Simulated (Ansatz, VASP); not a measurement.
**One calculation of HC13, two programs**

```xyz
14
Lattice="2.5129 0.0000 0.0000 0.0000 3.5538 0.0000 0.0000 0.0000 26.3823" Properties=species:S:1:pos:R:3 pbc="T T T"
C     1.2565    0.0000    8.5000
C     0.0000    0.8885    8.5000
C     0.0000    1.7769    9.7565
C     1.2565    2.6654    9.7565
C     1.2565    0.0000   11.0129
C     0.0000    0.8885   11.0129
C     0.0000    1.7789   12.2654
C     1.2565    2.6614   12.2720
C     1.2565   -0.0028   13.5332
C     0.0000    0.8938   13.5062
C     0.0000    1.7270   14.8360
C     1.2565    2.7194   14.8410
C     0.0000    0.5243   15.7488
H     0.0000    0.5677   16.8464
```

Alike in both runs: functional PBEsol; k mesh 11 × 8 × 1; occupations gaussian, width 0.05 eV; collinear spin.

Ansatz relaxed the structure, and its values are those at the end. VASP's run is a single point on that final structure, the one shown.

|  | VASP | Ansatz |
| --- | --- | --- |
| version | VASP 6.6.1 | Ansatz 0.2.0 |
| potentials or method | VASP PAW PBE potentials, release 64 (C, H) | scalar-relativistic, plane waves, PAW |
| plane-wave cutoff (eV) | 520 | 420 |
| valence electrons in the cell | 53 | 53 |

```csv
,VASP,Ansatz,Ansatz less VASP
gap on the k mesh at the Fermi level (eV),none,none,-
rms of the force components (eV/Å),1.046,0.963,-0.0827
net moment per atom (μB),0.00,0.00,+0.002
size of the moment on the site where the two differ most (μB),0.00,0.26,+0.260
```

Site moments also hang on the region over which each program counts them. A gap of «none» marks a metal or a gap that the smearing closes. Ansatz warned: «seeded_moment_not_kept».

Caveats: the PAW data sets were made with another functional, which shifts forces and pressure a little (VASP).
